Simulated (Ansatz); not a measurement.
# How long does this Ansatz run take?

```yaml
crystal:
  lattice:
    - [0.0, 2.9215, 2.833855]
    - [2.9215, 0.0, 2.833855]
    - [2.9215, 2.9215, 0.0]
  atoms:
    - { symbol: Hg, position: [0.0, 0.0, 0.0] }
    - { symbol: Te, position: [0.5, 0.5, 0.5] }
kpoints:
  mp_grid: { grid: [14, 14, 14] }
scf:
  occupations: { method: fermi_dirac, width: 0.05 }
hamiltonian:
  xc: pbe
  pseudopotentials: { kind: paw }
output:
  forces: true
  stress: true
  populations: true
  efg: { quadrupole_moments_barn: { Hg: 0.387 }, contact_densities: true }
relax:
  f_tol: 0.02
  max_steps: 60
```

```sh
ansatz run input.yaml --threads 1 --pin off --max-ram 3072MiB --backend cpu --events-out ev --progress --plain --runs-dir out
```

It runs on 1 thread of Intel Xeon Platinum 8375C CPU @ 2.90GHz (Ice Lake) (x86_64; 16 cores open to the job, memory cap 3.0 GiB, no GPU), a shared host with a load of 0.6 a core.

Problem. Estimate the wall time and the peak memory.

Solution. About 12 s of wall time (12 s of CPU time) and 0.61 GiB. The run holds 36 valence electrons in 22 bands, about 925 plane waves a k-point and 244 irreducible k-points, and took 6 SCF iterations, over 1 ionic steps. Times on a shared host vary by tens of per cent.
